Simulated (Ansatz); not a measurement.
# AlCo3 under changes of volume

One of the cells (11.422 Å³/atom); the others are scaled copies at fixed shape and fractional positions:

```
Co Al
1.0
     3.57495    0.00000    0.00000
     0.00000    3.57495    0.00000
     0.00000    0.00000    3.57495
Co Al
3 1
Cartesian
  0.0000 1.7875 1.7875
  1.7875 0.0000 1.7875
  1.7875 1.7875 0.0000
  0.0000 0.0000 0.0000
```

The cell comes from a database or a generator and needn't be the stable form of this composition.

| Quantity | Value |
| --- | --- |
| Program | Ansatz 0.2.0 |
| Functional | PBEsol |
| Potentials or basis | Ansatz PAW |
| Cutoff | 420 eV (not typed: the program's choice for these potentials) |
| k mesh | 8 × 8 × 8 |
| Occupations | fermi-dirac, width 0.05 eV |
| Spin | collinear spin, ferromagnetic start |
| Starting moments | [2.0, 2.0, 2.0, 0.0] μB |

```csv
volume (Å³/atom),energy over the lowest point (meV/atom),pressure (GPa),moment (μB per cell)
10.737,3.97,5.0,3.73
10.965,0.00,0.5,3.79
11.194,2.39,-3.7,3.83
11.422,10.50,-7.4,3.86
11.651,23.65,-10.7,3.88
11.879,?,?,?
12.108,62.92,-16.3,3.93
```

Problem. What does the run at 11.879 Å³/atom give?

Solution. Energy over the lowest point 41.29 meV/atom; pressure -13.7 GPa; moment 3.91 μB per cell.

Worked out: A Birch-Murnaghan fit of order 3 (a polynomial in V^(-2/3)) to the other rows has its minimum at 10.99 Å³/atom with B0 = V·E''(V) = 213 GPa and B' = 4.7. It gives 41.25 meV/atom at 11.879 Å³/atom, against the run's 41.29, and -dE/dV = -13.8 GPa, against -13.7. A parabola through the other rows of the moment, of slope 0.0831 μB per Å³/atom there, gives 3.91 μB, against the run's 3.91.

Energies are extrapolated to zero smearing.

Caveats: the PAW data sets come from PBE, with cores solved anew for the run's functional, which leaves a small shift of forces and pressure.
